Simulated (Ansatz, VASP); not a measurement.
**Two plane-wave programs on AlRu**

File INCAR:

```
SYSTEM = AlRu
PREC = Accurate
ENCUT = 520
EDIFF = 1E-7
ISMEAR = 0
SIGMA = 0.1
LREAL = .FALSE.
LASPH = .TRUE.
NELM = 100
ALGO = Normal
ISIF = 2
LWAVE = .FALSE.
LCHARG = .TRUE.
GGA = PE
LELF = .TRUE.
LVHAR = .TRUE.
NBANDS = 16
```

Contents of KPOINTS:

```
Automatic mesh
0
G
  14 14 14
  0 0 0
```

Contents of POSCAR:

```
AlRu
1.0
    2.9916000000      0.0000000000      0.0000000000
    0.0000000000      2.9916000000      0.0000000000
    0.0000000000      0.0000000000      2.9916000000
Al Ru
1 1
Direct
    0.0000000000      0.0000000000      0.0000000000
    0.5000000000      0.5000000000      0.5000000000
```

Input for Ansatz:

```yaml
crystal:
  lattice:
    - [2.9916, 0.0, 0.0]
    - [0.0, 2.9916, 0.0]
    - [0.0, 0.0, 2.9916]
  atoms:
    - { symbol: Al, position: [0.0, 0.0, 0.0] }
    - { symbol: Ru, position: [0.5, 0.5, 0.5] }
basis:
  ecutwfc: 420
kpoints:
  mp_grid: { grid: [14, 14, 14] }
hamiltonian:
  xc: pbe
scf:
  occupations: { method: gaussian, width: 0.1 }
output:
  forces: true
  stress: true
  eigenvalues: true
  populations: true
```

Alike in both runs: task single point; functional PBE; k mesh 14 × 14 × 14; occupations gaussian, width 0.1 eV; no spin polarisation.

|  | VASP | Ansatz |
| --- | --- | --- |
| version | VASP 6.6.1 | Ansatz 0.2.0 |
| potentials or method | VASP PAW PBE potentials, release 64 (Al, Ru_pv) | scalar-relativistic, plane waves, PAW |
| plane-wave cutoff (eV) | 520 | 420 |
| valence electrons in the cell | 17 | 19 |

```csv
,VASP,Ansatz,Ansatz less VASP
gap on the k mesh at the Fermi level (eV),none,none,-
pressure (GPa),2.6,2.6,+0.03
```

A gap of «none» marks a metal or a gap that the smearing closes. The two sets of potentials don't hold the same shells in valence.
